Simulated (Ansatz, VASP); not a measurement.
One calculation of Be, two programs

Contents of INCAR:

```
SYSTEM = Be
PREC = Accurate ; ENCUT = 520
EDIFF = 1E-7 ; ISMEAR = -1
SIGMA = 0.1 ; LREAL = .False.
LASPH = .True. ; NELM = 100
ALGO = Normal ; ISIF = 2
LWAVE = .False. ; LCHARG = .False.
GGA = RE ; NBANDS = 9
```

Contents of KPOINTS:

```
Automatic mesh
0
Gamma
  26 26 14
  0 0 0
```

File POSCAR:

```
Be
1.0
    2.3127037526      0.0000000000      0.0000000000
   -1.1563518763      2.0028602012      0.0000000000
    0.0000000000      0.0000000000      3.6300922754
Be
2
Direct
    0.3333333333      0.6666666667      0.2500000000
    0.6666666667      0.3333333333      0.7500000000
```

Input for Ansatz:

```yaml
crystal:
  lattice:
    - [2.3127037526, 0.0, 0.0]
    - [-1.1563518763, 2.0028602012, 0.0]
    - [0.0, 0.0, 3.6300922754]
  atoms:
    - { symbol: Be, position: [0.3333333333, 0.6666666667, 0.25] }
    - { symbol: Be, position: [0.6666666667, 0.3333333333, 0.75] }
hamiltonian:
  xc: revpbe
  pseudopotentials:
    kind: paw
    azcp:
      Be: "pseudopotentials/Be.paw.azcp"
basis:
  ecutwfc: 420
  fft_grid_basis: typed
kpoints:
  mp_grid: { grid: [26, 26, 14], shift: [0, 0, 0] }
magnetization:
  spin_polarized: false
scf:
  occupations: { method: fermi_dirac, width: 0.1 }
output:
  stress: true
```

Alike in both runs: task single point; functional revPBE; k mesh 26 × 26 × 14; occupations fermi-dirac, width 0.1 eV; no spin polarisation.

```csv
,VASP,Ansatz
version,VASP 6.6.1,Ansatz 0.2.0
potentials or method,"VASP PAW PBE potentials, release 64 (Be)","plane waves (420 eV) with PAW, scalar-relativistic"
plane-wave cutoff (eV),520,420
valence electrons in the cell,4,4
```

Ansatz gave:

- pressure (GPa): -4.4
- largest component of the traceless stress (GPa): 0.26

Which values does VASP return?

Pressure (GPa): -4.3; largest component of the traceless stress (GPa): 0.29.

The functional is the same, so the differences come from potentials, cutoffs and numerics.

Caveats: the PAW data sets were made with another functional, which shifts forces and pressure a little (VASP).
